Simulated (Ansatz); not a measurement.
**HfO2: a relaxation**

Aim: relax the cell and atoms of HfO2.

Computed with Ansatz 0.2.0 (DFT r2SCAN, scalar-relativistic, plane waves, PAW, unless a step's input says otherwise).

## (1) The starting structure

It takes space group P4_2/mnm (No. 136, tetragonal). The conventional cell has a = 4.814 Å, b = 4.814 Å, c = 3.205 Å, α = 90.00°, β = 90.00°, γ = 90.00°. Hf (site symmetry mmm) has 6 O at 2.08 Å as nearest neighbours. O (site symmetry m2m) is surrounded by 3 Hf at 2.08 Å.

Coordinates:

```cif
data_structure
_symmetry_space_group_name_H-M 'P4_2/mnm'
_symmetry_Int_Tables_number 136
_cell_length_a 4.8135
_cell_length_b 4.8135
_cell_length_c 3.2054
_cell_angle_alpha 90.000
_cell_angle_beta 90.000
_cell_angle_gamma 90.000
_cell_volume 74.27
loop_
_atom_site_label
_atom_site_type_symbol
_atom_site_symmetry_multiplicity
_atom_site_Wyckoff_symbol
_atom_site_fract_x
_atom_site_fract_y
_atom_site_fract_z
_atom_site_occupancy
Hf1 Hf 2 a 0.00000 0.00000 0.00000 1
O1 O 4 f 0.19496 0.80504 0.50000 1
```

Source of the structure: the Materials Project (structure only).

(A quick probe on a coarse mesh, which set the mesh and smearing, is not shown.)

## (3) The relaxation

input.yaml

```yaml
crystal:
  lattice:
    - [4.81353299, 0.0, 0.0]
    - [0.0, 4.81353299, 0.0]
    - [0.0, 0.0, 3.20541541]
  atoms:
    - { symbol: Hf, position: [0.0, 0.0, 0.0] }
    - { symbol: Hf, position: [0.5, 0.5, 0.5] }
    - { symbol: O, position: [0.19495512, 0.80504488, 0.5] }
    - { symbol: O, position: [0.30504488, 0.30504488, 0.0] }
    - { symbol: O, position: [0.69495512, 0.69495512, 0.0] }
    - { symbol: O, position: [0.80504488, 0.19495512, 0.5] }
basis:
  ecutwfc: 500
kpoints:
  mp_grid: { grid: [6, 6, 8] }
hamiltonian:
  xc: r2scan
scf:
  occupations: { method: gaussian, width: 0.02 }
output:
  forces: true
  stress: true
  eigenvalues: true
relax:
  adjacent_minimum: "off"
  f_tol: 0.005
  max_steps: 80
  cell: { stress_tol: 0.05 }
```

On the command line:

```console
$ ansatz run input.yaml --threads 2 --pin off --max-ram 5120MiB --backend cpu --events-out ev --progress --plain --runs-dir out
```

Before running it: what results should come out? Wanted: relaxed cell; volume; formation energy; gap on the mesh.

**Answer**, as computed:

| quantity | value |
| --- | --- |
| relaxed cell | a = 4.838 Å, b = 4.838 Å, c = 3.220 Å, α = 90.00°, β = 90.00°, γ = 90.00° |
| space group (0.01 Å) | P4_2/mnm (No. 136) |
| volume | 12.56 Å³/atom |
| formation energy (elements from runs with the same settings, not shown) | -3.76 eV/atom |
| gap on the mesh | 4.53 eV |

What this shows: The cell grew by 1.5 % in volume on relaxing. These runs have no spin-orbit coupling; with Hf it would split and shift bands.

These are semilocal Kohn-Sham gaps, which aren't the measured quantity. Such gaps usually fall short of the measured ones.
